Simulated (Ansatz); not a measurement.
## InN: pressure 4.5 GPa

Consider InN in the wurtzite structure (space group P6_3mc, No. 186; a = 3.5805 Å, c = 5.7878 Å).

Perturbation: a hydrostatic pressure of 4.5 GPa.

Calculations: Ansatz (a program for electronic structure), PBE, PAW, cutoff 420 eV, no spin-orbit coupling. Settings: 11×11×6 k-points, 0.05 eV Fermi–Dirac smearing.

```json
[
 {"quantity": "volume per atom", "base": "16.06 Å³", "changed": "15.53 Å³", "shift": "-0.539 Å³"},
 {"quantity": "density", "base": "6.66 g/cm³", "changed": "6.89 g/cm³", "shift": "+0.23 g/cm³"},
 {"quantity": "lattice parameter a", "base": "3.581 Å", "changed": "3.541 Å", "shift": "-0.0394 Å"},
 {"quantity": "c/a ratio", "base": "1.616", "changed": "1.615", "shift": "-0.001"},
 {"quantity": "shortest interatomic distance", "base": "2.183 Å", "changed": "2.158 Å", "shift": "-0.025 Å"},
 {"quantity": "enthalpy H = E + PV relative to the base's energy", "base": "–", "changed": "+0.44 eV/atom", "shift": "–"},
 {"quantity": "band gap", "base": "zero", "changed": "zero", "shift": "–"}
]
```

Final structure:

```
InN
1.0
    3.54110     0.00000     0.00000
   -1.77055     3.06668     0.00000
    0.00000     0.00000     5.71885
In N
2 2
Cartesian
  1.77055   1.02223   2.87142
  0.00000   2.04445   0.01200
  1.77055   1.02223   0.70400
  0.00000   2.04445   3.56343
```

A case with no gap was solved on a k-mesh chosen for an insulator, which is coarse for it. Load acts through the strain it causes; cell and atoms are relaxed under it. Stability against distortions was not tested. Tetrahedral semiconductors of this kind turn to denser phases somewhere between about 1 and 50 GPa; those were not computed, so compressed cells here can lie past the real transition. The final runs are not spin-polarised. The zero or small gap of InN can change with the level of theory.
